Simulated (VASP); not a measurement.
# SnSe2 (P-3m1) in VASP: Born charges and dielectric tensor with LDA

Aim: the Born charges and dielectric tensor of SnSe2 with LDA.

All numbers are computed with VASP 6.6.1; they aren't measurements. Logs are shortened: lines on timing, memory, paths and dates and some standing lists are left out, and cuts for length are marked.

**1. The crystal as given**

Symmetry: P-3m1, No. 164, trigonal system. The conventional cell has a = 3.803 Å, b = 3.803 Å, c = 5.889 Å, α = 90.00°, β = 90.00°, γ = 120.00°. Sn (site symmetry -3m) is surrounded by 6 Se at 2.70 Å. Se (site symmetry 3m) is surrounded by 3 Sn at 2.70 Å.

The cell is a database's computed one.

**2. Born charges and dielectric tensor, LDA**

INCAR reads:

```
  PREC = Accurate
  ENCUT = 600
  EDIFF = 1E-8
  ISMEAR = 0
  SIGMA = 0.02
  LREAL = False
  LASPH = True
  NELM = 80
  ALGO = Fast
  ISIF = 2
  LWAVE = False
  LCHARG = False
  GGA = CA
  LEPSILON = True
  IBRION = 8
  NSW = 1
```

KPOINTS reads:

```
regular mesh
0
Gamma
  3 3 2
```

POSCAR reads:

```
SnSe2
1.0
    3.8032200000      0.0000000000      0.0000000000
   -1.9016100000      3.2936900000      0.0000000000
    0.0000000000      0.0000000000      5.8891000000
Sn Se
1 2
Direct
    0.0000000000      0.0000000000      0.0000000000
    0.6666700000      0.3333300000      0.7317900000
    0.3333300000      0.6666700000      0.2682100000
```

Potentials or basis: VASP PAW LDA potentials, release 64 (Sn_d, Se).

Run with:

```console
> cat potpaw_LDA.64/Sn_d/POTCAR potpaw_LDA.64/Se/POTCAR > POTCAR
> mpirun -np 1 vasp_std > vasp.out
```

OUTCAR:

```text
PREC = Accurate
   ENCUT = 600
   EDIFF = 1E-8
   ISMEAR = 0
   LREAL = False
   LASPH = True
   NELM = 80
   ISIF = 2
   GGA = CA
   LEPSILON = True
   IBRION = 8
   NSW = 1

 ion  position               nearest neighbor table
   1  0.000  0.000  0.000-   2 2.70   3 2.70   2 2.70   3 2.70   2 2.70   3 2.70
   2  0.667  0.333  0.732-   1 2.70   1 2.70   1 2.70
   3  0.333  0.667  0.268-   1 2.70   1 2.70   1 2.70

  LATTYP: Found a hexagonal cell.
 ALAT       =     3.8032200000
 C/A-ratio  =     1.5484510494

  Lattice vectors:

 A1 = (   3.8032200000,   0.0000000000,   0.0000000000)
 A2 = (  -1.9016100000,   3.2936900000,   0.0000000000)
 A3 = (   0.0000000000,   0.0000000000,   5.8891000000)

Analysis of symmetry for initial positions (statically):
=====================================================================
 Subroutine PRICEL returns:
 Original cell was already a primitive cell.

 Routine SETGRP: Setting up the symmetry group for a
 hexagonal supercell.

 Subroutine GETGRP returns: Found  4 space group operations
 (whereof  4 operations were pure point group operations)
 out of a pool of 24 trial point group operations.

The static configuration has the point symmetry C_2h.

Analysis of symmetry for dynamics (positions and initial velocities):
=====================================================================
 Subroutine PRICEL returns:
 Original cell was already a primitive cell.

 Routine SETGRP: Setting up the symmetry group for a
 hexagonal supercell.

 Subroutine GETGRP returns: Found  4 space group operations
 (whereof  4 operations were pure point group operations)
 out of a pool of 24 trial point group operations.

The dynamic configuration has the point symmetry C_2h.

 Subroutine INISYM returns: Found  4 space group operations
 (whereof  4 operations are pure point group operations),
 and found     1 'primitive' translations

[... 403 lines left out ...]
  y     0.00000     0.00000     0.00000     0.00000     0.00000     0.00000
  z     0.00000     0.00000     0.00000     0.00000     0.00000     0.00000

 PIEZOELECTRIC TENSOR (including local field effects)  for field in x, y, z        (C/m^2)
          XX          YY          ZZ          XY          YZ          ZX
  --------------------------------------------------------------------------------
  x     0.00000     0.00000     0.00000     0.00000     0.00000     0.00000
  y     0.00000     0.00000     0.00000     0.00000     0.00000     0.00000
  z     0.00000     0.00000     0.00000     0.00000     0.00000     0.00000

 BORN EFFECTIVE CHARGES (including local field effects) (in |e|, cummulative output)
 ---------------------------------------------------------------------------------
 ion    1
    1     6.84637     0.00006    -0.00005
    2     0.00006     6.84646     0.00003
    3    -0.00018     0.00010     2.49769
 ion    2
    1    -3.42319    -0.00003     0.00003
    2    -0.00003    -3.42323    -0.00001
    3     0.00009    -0.00005    -1.24885
 ion    3
    1    -3.42319    -0.00003     0.00003
    2    -0.00003    -3.42323    -0.00001
    3     0.00009    -0.00005    -1.24885

 INTERNAL STRAIN TENSOR FOR ION    3 for displacements in x,y,z  (eV/Angst):
          X           Y           Z          XY          YZ          ZX
  --------------------------------------------------------------------------------
  x     0.02561    -0.02509     0.00000     1.12931    -0.00791    -5.31978
  y     1.76955    -1.76986    -0.00000    -1.03314    -4.33188    -0.00800
  z    -5.02304    -5.02149   -13.89224     0.00135     0.00129    -0.00237

 SECOND DERIVATIVES (NOT SYMMETRIZED)
 ------------------------------------
               1X          1Y          1Z          2X          2Y          2Z          3X          3Y          3Z
  1X    -4.917379    0.001622   -0.000112    2.458689   -0.000811    0.000056    2.458689   -0.000811    0.000056
  1Y     0.001622   -4.915521    0.000064   -0.000811    2.457761   -0.000032   -0.000811    2.457761   -0.000032
  1Z     0.001517   -0.000876  -14.667302   -0.000758    0.000438    7.333651   -0.000758    0.000438    7.333651
  2X     2.484235   -0.003352    0.000154   -3.658381   -0.004464   -0.000092    1.174146    0.007816   -0.000061
  2Y    -0.003352    2.480372   -0.000089   -0.004464   -3.663546    0.000053    0.007816    1.183175    0.000035
  2Z    -0.001897    0.001095    7.356495    0.001867   -0.001078   -8.588370    0.000029   -0.000017    1.231875
  3X     2.484235   -0.003352    0.000154    1.174146    0.007816   -0.000061   -3.658381   -0.004464   -0.000092
  3Y    -0.003352    2.480372   -0.000089    0.007816    1.183175    0.000035   -0.004464   -3.663546    0.000053
  3Z    -0.001897    0.001095    7.356495    0.000029   -0.000017    1.231875    0.001867   -0.001078   -8.588370

 Eigenvectors and eigenvalues of the dynamical matrix
 ----------------------------------------------------

   1 f  =    7.277856 THz    45.728118 2PiTHz  242.763148 cm-1    30.098781 meV
             X         Y         Z           dx          dy          dz
      0.000000  0.000000  0.000000     0.000091   -0.000053   -0.755055
      1.901629  1.097886  4.309584    -0.000053    0.000031    0.463622
     -0.000019  2.195804  1.579516    -0.000053    0.000031    0.463622
[... 43 lines left out ...]
   9 f/i=    0.011439 THz     0.071872 2PiTHz    0.381555 cm-1     0.047307 meV
             X         Y         Z           dx          dy          dz
      0.000000  0.000000  0.000000     0.567985   -0.327928   -0.040804
      1.901629  1.097886  4.309584     0.460698   -0.265986   -0.033231
     -0.000019  2.195804  1.579516     0.460698   -0.265986   -0.033231

--------------------------------------------------------------------------------------------------------

 MACROSCOPIC STATIC DIELECTRIC TENSOR IONIC CONTRIBUTION
 ------------------------------------------------------
          23.300404     0.016147    -0.000011
           0.016147    23.319118     0.000006
          -0.000011     0.000006     1.042220
 ------------------------------------------------------

 ELASTIC MODULI CONTR FROM IONIC RELAXATION (kBar)
 Direction    XX          YY          ZZ          XY          YZ          ZX
 --------------------------------------------------------------------------------
 XX        -139.6766    -83.4949   -308.6670     16.2068     68.7373      1.0622
 YY         -83.4949   -139.6007   -308.5489    -16.1404    -68.6712     -1.1869
 ZZ        -308.6670   -308.5489   -853.6492      0.1030      0.1079     -0.2068
 XY          16.2068    -16.1404      0.1030    -21.0826    -40.1406     54.0510
 YZ          68.7373    -68.6712      0.1079    -40.1406   -168.1758     -0.1639
 ZX           1.0622     -1.1869     -0.2068     54.0510     -0.1639   -254.3731
 --------------------------------------------------------------------------------

 PIEZOELECTRIC TENSOR IONIC CONTR  for field in x, y, z        (C/m^2)
          XX          YY          ZZ          XY          YZ          ZX
  --------------------------------------------------------------------------------
  x    -0.00000    -0.00000    -0.00000     0.00000     0.00000    -0.00000
  y     0.00000    -0.00000     0.00000    -0.00000    -0.00000    -0.00000
  z    -0.00000    -0.00000    -0.00000     0.00000    -0.00000    -0.00000
```

OSZICAR:

```text
N       E                     dE             d eps       ncg     rms          rms(c)
DAV:   1     0.200861960957E+03    0.20086E+03   -0.13709E+04   272   0.196E+03
DAV:   2     0.939120549447E+01   -0.19147E+03   -0.18896E+03   288   0.413E+02
DAV:   3    -0.129008225169E+02   -0.22292E+02   -0.21510E+02   336   0.125E+02
[... 12 lines left out ...]
RMM:  12    -0.971326407966E-01   -0.10212E-07    0.85268E-07   576   0.475E-04    0.139E-06
RMM:  13    -0.971326539728E-01   -0.13176E-07    0.63623E-07   603   0.472E-04    0.686E-07
RMM:  14    -0.971326538448E-01    0.12801E-09    0.74490E-07   553   0.471E-04    0.581E-07
RMM:  15    -0.971326519362E-01    0.19086E-08    0.65319E-07   553   0.471E-04    0.349E-07
RMM:  16    -0.971326349374E-01    0.16999E-07    0.20432E-07   547   0.471E-04    0.118E-07
RMM:  17    -0.971326039281E-01    0.31009E-07   -0.28105E-06   557   0.471E-04    0.799E-08
 Linear response finished
```

stdout:

```text
POSCAR found type information on POSCAR SnSe
 POSCAR found :  2 types and       3 ions
 scaLAPACK will be used
 LDA part: xc-table for (Slater(with rela. corr.)+CA(PZ))
 , standard interpolation
 POSCAR, INCAR and KPOINTS ok, starting setup
 FFT: planning ... GRIDC
 FFT: planning ... GRID_SOFT
 FFT: planning ... GRID
 WAVECAR not read
[... 33 lines left out ...]
 force on displaced ion       1 direction 3 :   0.002  -0.001 -14.667
 Born effective charge ion    1 direction 3 :   0.000  -0.000   2.156
 Linear response progress:
 first order change of Fermi-energy  -0.22928E-01
 force on displaced ion       2 direction 1 :  -3.658  -0.004  -0.000
 Born effective charge ion    2 direction 1 :  -5.120   0.001  -0.000
 Linear response progress:
 first order change of Fermi-energy   0.27324E+00
 force on displaced ion       2 direction 3 :   0.002  -0.001  -8.588
 Born effective charge ion    2 direction 3 :  -0.000   0.000  -1.627
 Born effective charges drift removed
 Linear response finished
```

Run time: 2.8 min. Hardware: 1 thread of Intel Xeon 6975P-C (Granite Rapids), shared host; peak memory 0.24 GiB.

What came out:

```yaml
Band_gap_on_the_k_mesh: 0.62 eV, indirect (least direct gap 0.66 eV)
Electronic_dielectric_tensor_diagonal: 32.98, 32.98, 72.21
Born_charges_mean_of_the_diagonal: Sn +5.40; Se -2.70 e
Highest_phonon_frequency_at_Γ_LO-TO_splitting_left_out: 243 cm⁻¹
```

Phonon frequencies in cm⁻¹ (negative: imaginary):
```
              q point                    frequencies
(0.000, 0.000, 0.000)  0 0 0 129 129 141 141 184 243
```

Electronic dielectric tensor:
```
32.98  0.00  0.00
 0.00 32.98  0.00
 0.00  0.00 72.21
```

Born effective charge tensors (e):
atom 1, Sn
```
6.85 0.00 0.00
0.00 6.85 0.00
0.00 0.00 2.50
```
atom 2, Se
```
-3.42  0.00  0.00
 0.00 -3.42  0.00
 0.00  0.00 -1.25
```
atom 3, Se
```
-3.42  0.00  0.00
 0.00 -3.42  0.00
 0.00  0.00 -1.25
```

Caveat: the k mesh is coarse (spacing up to 0.64 Å⁻¹), so the values aren't converged; the gap is small at this level, which inflates the dielectric constant; spin-orbit coupling is left out, which moves the levels of the heavy elements; an odd mesh through Γ misses points on the zone boundary, where band edges often lie.
